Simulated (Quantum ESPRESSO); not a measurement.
# Ge (Fd-3m) in Quantum ESPRESSO: settings compared, part 2 of 2

Quantum ESPRESSO 7.5.

## (3) Phonons, vdW-DF-cx

File pw.in:

```
&CONTROL
  calculation = 'scf'
  prefix = 'pwscf'
  outdir = './tmp'
  pseudo_dir = './pseudo'
  tprnfor = .true.
  tstress = .true.
  disk_io = 'low'
/
&SYSTEM
  ibrav = 0
  A = 4.00068289
  nat = 2
  ntyp = 1
  ecutwfc = 78
  nbnd = 21
  input_dft = 'vdw-df-cx'
  occupations = 'smearing'
  smearing = 'mv'
  degauss = 0.01469973
/
&ELECTRONS
  conv_thr = 4d-10
  electron_maxstep = 120
  mixing_beta = 0.5
/
ATOMIC_SPECIES
Ge    72.6300 Ge.upf
CELL_PARAMETERS alat
   0.0000000000    0.7071067810    0.7071067810
   0.7071067810    0.0000000000    0.7071067810
   0.7071067810    0.7071067810    0.0000000000
ATOMIC_POSITIONS alat
Ge     1.0606601714    1.0606601714    1.0606601714
Ge     0.7071067810    0.7071067810    0.7071067810
K_POINTS automatic
8 8 8 0 0 0
```

File relax.in:

```
&CONTROL
  calculation = 'vc-relax'
  prefix = 'pwscf'
  outdir = './tmp'
  pseudo_dir = './pseudo'
  tprnfor = .true.
  tstress = .true.
  disk_io = 'low'
  nstep = 40
  forc_conv_thr = 0.0001
  etot_conv_thr = 1d-06
/
&SYSTEM
  ibrav = 0
  A = 4.00068289
  nat = 2
  ntyp = 1
  ecutwfc = 78
  nbnd = 21
  input_dft = 'vdw-df-cx'
  occupations = 'smearing'
  smearing = 'mv'
  degauss = 0.01469973
/
&ELECTRONS
  conv_thr = 4d-10
  electron_maxstep = 120
  mixing_beta = 0.5
/
&IONS
  ion_dynamics = 'bfgs'
/
&CELL
  cell_dynamics = 'bfgs'
  press = 0
  press_conv_thr = 0.2
/
ATOMIC_SPECIES
Ge    72.6300 Ge.upf
CELL_PARAMETERS alat
   0.0000000000    0.7071067810    0.7071067810
   0.7071067810    0.0000000000    0.7071067810
   0.7071067810    0.7071067810    0.0000000000
ATOMIC_POSITIONS alat
Ge     1.0606601714    1.0606601714    1.0606601714
Ge     0.7071067810    0.7071067810    0.7071067810
K_POINTS automatic
8 8 8 0 0 0
```

File scf2.in:

```
&CONTROL
  calculation = 'scf'
  prefix = 'pwscf'
  outdir = './tmp'
  pseudo_dir = './pseudo'
  tprnfor = .true.
  tstress = .true.
  disk_io = 'low'
/
&SYSTEM
  ibrav = 0
  A = 4.01564745
  nat = 2
  ntyp = 1
  ecutwfc = 78
  nbnd = 21
  input_dft = 'vdw-df-cx'
  occupations = 'smearing'
  smearing = 'mv'
  degauss = 0.01469973
/
&ELECTRONS
  conv_thr = 1d-13
  electron_maxstep = 120
  mixing_beta = 0.5
  startingpot = 'file'
  startingwfc = 'file'
/
ATOMIC_SPECIES
Ge    72.6300 Ge.upf
CELL_PARAMETERS alat
   0.0000000000    0.7071067810    0.7071067810
   0.7071067810    0.0000000000    0.7071067810
   0.7071067810    0.7071067810    0.0000000000
ATOMIC_POSITIONS alat
Ge     1.0606601715    1.0606601715    1.0606601714
Ge     0.7071067810    0.7071067810    0.7071067809
K_POINTS automatic
8 8 8 0 0 0
```

File ph.in:

```
phonons of Ge
&INPUTPH
  prefix = 'pwscf'
  outdir = './tmp'
  tr2_ph = 1d-18
  fildyn = 'dyn'
  niter_ph = 90
  alpha_mix(1) = 0.4
/
0.0000000000 0.0000000000 0.0000000000
```

File dynmat.in:

```
&INPUT
  fildyn = 'dyn'
  asr = 'crystal'
  filout = 'dynmat.disp'
  fileig = 'dynmat.eig'
/
```

Potentials or basis: PseudoDojo 0.4.1 SR PBE standard.

Started as:

```
$ OMP_NUM_THREADS=1 mpirun -n 4 pw.x -nk 4 -in pw.in > pw.out
$ OMP_NUM_THREADS=1 mpirun -n 4 pw.x -nk 4 -in relax.in > relax.out
$ OMP_NUM_THREADS=1 mpirun -n 4 pw.x -nk 4 -in scf2.in > scf2.out
$ OMP_NUM_THREADS=1 mpirun -n 4 ph.x -nk 4 -in ph.in > ph.out
$ OMP_NUM_THREADS=1 mpirun -n 1 dynmat.x -in dynmat.in > dynmat.out
```

pw.out:

```text
This program is part of the open-source Quantum ESPRESSO suite
     for quantum simulation of materials; please cite
         "P. Giannozzi et al., J. Phys.:Condens. Matter 21 395502 (2009);
         "P. Giannozzi et al., J. Phys.:Condens. Matter 29 465901 (2017);
         "P. Giannozzi et al., J. Chem. Phys. 152 154105 (2020);
     in publications or presentations arising from this work. More details at

     IMPORTANT: XC functional enforced from input :
     Exchange-correlation= VDW-DF-CX
                           (   1   4  27   0   1   0   0)
     Any further DFT definition will be discarded
     Please, verify this is what you really want

     Message from routine setup:
     using ibrav=0 with symmetry is DISCOURAGED, use correct ibrav instead

     K-points division:     npool     =       4
     Subspace diagonalization in iterative solution of the eigenvalue problem:
     a serial algorithm will be used

     G-vector sticks info
     --------------------
[... 211 lines left out ...]
   -15.0139 -15.0139  -3.3771   9.3482   9.4233   9.4233   9.4233  11.9630
    11.9630  11.9630  15.8218  18.9189  18.9189
[... 165 lines left out ...]
   -15.3266 -15.3266 -15.1827 -15.1827 -15.1331 -15.1331 -15.1003 -15.1003
   -14.9591 -14.9591   0.6006   0.6006   5.5158   5.5158  13.7134  13.7134
    14.1378  14.1378  20.4207  20.4207  22.4085

     the Fermi energy is     9.3288 ev

!    total energy              =    -356.59109873 Ry
     estimated scf accuracy    <          4.4E-11 Ry
     smearing contrib. (-TS)   =       0.00022375 Ry
     internal energy E=F+TS    =    -356.59132247 Ry

     The total energy is F=E-TS. E is the sum of the following terms:
     one-electron contribution =    -182.94820682 Ry
     hartree contribution      =     110.37982042 Ry
     xc contribution           =     -86.52217788 Ry
     ewald contribution        =    -197.50075819 Ry

     convergence has been achieved in  10 iterations

     Forces acting on atoms (cartesian axes, Ry/au):

     atom    1 type  1   force =     0.00000000    0.00000000    0.00000000
     atom    2 type  1   force =    -0.00000000   -0.00000000   -0.00000000

     Total force =     0.000000     Total SCF correction =     0.000000

     Computing stress (Cartesian axis) and pressure

          total   stress  (Ry/bohr**3)                   (kbar)     P=        7.42
   0.00005046   0.00000000   0.00000000            7.42        0.00        0.00
   0.00000000   0.00005046   0.00000000            0.00        7.42        0.00
   0.00000000   0.00000000   0.00005046            0.00        0.00        7.42

=------------------------------------------------------------------------------=
   JOB DONE.
=------------------------------------------------------------------------------=
```

Run time: 4.7 min. Hardware: 4 MPI ranks of Intel Xeon 6975P-C (Granite Rapids), shared host; peak memory 1.2 GiB.

What came out:

| Item | Value |
| --- | --- |
| Free energy | -4851.6704 eV |
| Relaxed volume | 22.89 Å³/atom |
| Relaxed cell | a = 4.016 Å, b = 4.016 Å, c = 4.016 Å, α = 60.00°, β = 60.00°, γ = 60.00° |
| Space group after relaxing (to 0.05 Å) | Fd-3m (No. 227) |
| Pressure after relaxing | 0.0 GPa |
| Band gap on the k mesh | none (metal or under the smearing width) |
| Highest phonon frequency at Γ | 280 cm⁻¹ |

The path:
```
step  energy change (eV)  largest force (eV/Å)  pressure (GPa)  volume (Å³)
   1              0.0000                0.0000            0.74        45.28
   2             -0.0007                0.0000            0.49        45.45
   3             -0.0011                0.0000            0.21        45.64
   4             -0.0012                0.0000            0.01        45.78
   5             -0.0012                0.0000            0.00        45.79
```

Final structure:
```yaml
crystal:
  lattice:
    - [0.00000, 2.83949, 2.83949]
    - [2.83949, 0.00000, 2.83949]
    - [2.83949, 2.83949, 0.00000]
  atoms:
    - { symbol: Ge, position: [0.75000, 0.75000, 0.75000] }
    - { symbol: Ge, position: [0.50000, 0.50000, 0.50000] }
```

Phonon frequencies in cm⁻¹ (negative: imaginary):
```csv
q point,frequencies
"(0.000, 0.000, 0.000)",29 29 29 280 280 280
```

Optical modes at Γ, degenerate ones joined:
| cm⁻¹ | components | symmetry | active in |
| --- | --- | --- | --- |
| 280 | 3 | T2g | Raman |

Caveat: the potentials were made for another functional, which shifts forces and pressure; before the sum rule the acoustic modes lie tens of cm⁻¹ from zero, a sign that the density grid also shifts the optical modes.

## (4) How close it comes

Step 2. Against the measured gap of Ge, 0.744 eV (indirect; 0 K; “Temperature-dependent photoluminescence in Ge: experiment and theory”, 2020, arxiv:2003.00143), the calculated 0.00 eV is off by -0.74 eV. 3 values of this kind are on record (0.666 to 0.807 eV); this one was drawn at random among those near their median. Spin-orbit coupling on Ge is left out. The value is that of PW91 on a finite k mesh, which can miss the band edges, without temperature or zero-point motion. Semilocal functionals fall short of measured gaps as a rule.

Step 3. Measured gap of Ge: 0.666 eV (indirect; 293 K; “Electronic and optical properties of SixGe1-x-ySny alloys lattice-matched to Ge”, 2021, arxiv:2109.02782). This calculation gives 0.00 eV (-0.67 eV). 3 values of this kind are on record (0.666 to 0.807 eV); this one was drawn at random among those near their median. Spin-orbit coupling on Ge is left out. The value is that of vdW-DF-cx on a finite k mesh, which can miss the band edges, without temperature or zero-point motion.
